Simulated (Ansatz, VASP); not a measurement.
**Two plane-wave programs on PbO**

INCAR

```
ALGO = Normal
EDIFF = 1E-7
ENCUT = 520
GGA = PE
ISIF = 2
ISMEAR = 0
LASPH = T
LCHARG = T
LELF = T
LREAL = F
LVHAR = T
LWAVE = F
NBANDS = 17
NELM = 100
PREC = Accurate
SIGMA = 0.01
```

Contents of KPOINTS:

```
k-points
0
Gamma
  8 8 8
```

POSCAR

```
PbO
1.0
    0.0000000000      2.7987768116      2.7987768116
    2.7987768116      0.0000000000      2.7987768116
    2.7987768116      2.7987768116      0.0000000000
Pb O
1 1
Direct
    0.0000000000      0.0000000000      0.0000000000
    0.2500000000      0.2500000000      0.2500000000
```

Input for Ansatz:

```yaml
crystal:
  lattice:
    - [0.0, 2.7987768116, 2.7987768116]
    - [2.7987768116, 0.0, 2.7987768116]
    - [2.7987768116, 2.7987768116, 0.0]
  atoms:
    - { symbol: Pb, position: [0.0, 0.0, 0.0] }
    - { symbol: O, position: [0.25, 0.25, 0.25] }
kpoints:
  mp_grid: { grid: [8, 8, 8] }
  band_path:
    path:
      - [0.0, 0.0, 0.0]
      - [-0.5, -0.5, 0.0]
      - [-0.375, -0.375, 0.25]
      - [-0.375, 0.0, 0.375]
      - [0.0, 0.0, 0.5]
      - [-0.5, -0.25, 0.25]
      - [0.25, -0.5, -0.25]
      - [0.0, 0.5, 0.5]
    npoints: 1
hamiltonian:
  xc: pbe
scf:
  occupations: { method: fixed }
  n_extra_bands: 4
output:
  forces: true
  stress: true
  eigenvalues: true
```

Alike in both runs: task single point; functional PBE; k mesh 8 × 8 × 8; no spin polarisation.

|  | VASP | Ansatz |
| --- | --- | --- |
| version | VASP 6.6.1 | Ansatz 0.2.0 |
| potentials or method | VASP PAW PBE potentials, release 64 (Pb_d, O) | plane waves, PAW |
| plane-wave cutoff (eV) | 520 | 420 |
| occupations | gaussian, width 0.01 eV | fixed |
| valence electrons in the cell | 20 | 20 |

```tsv
	VASP	Ansatz	Ansatz less VASP
gap on the k mesh at the Fermi level (eV)	0.43	0.43	0.000
pressure (GPa)	2.4	2.4	+0.02
```

Caveats: spin-orbit coupling is left out, which as a rule narrows the gap of such compounds by several tenths of an eV.
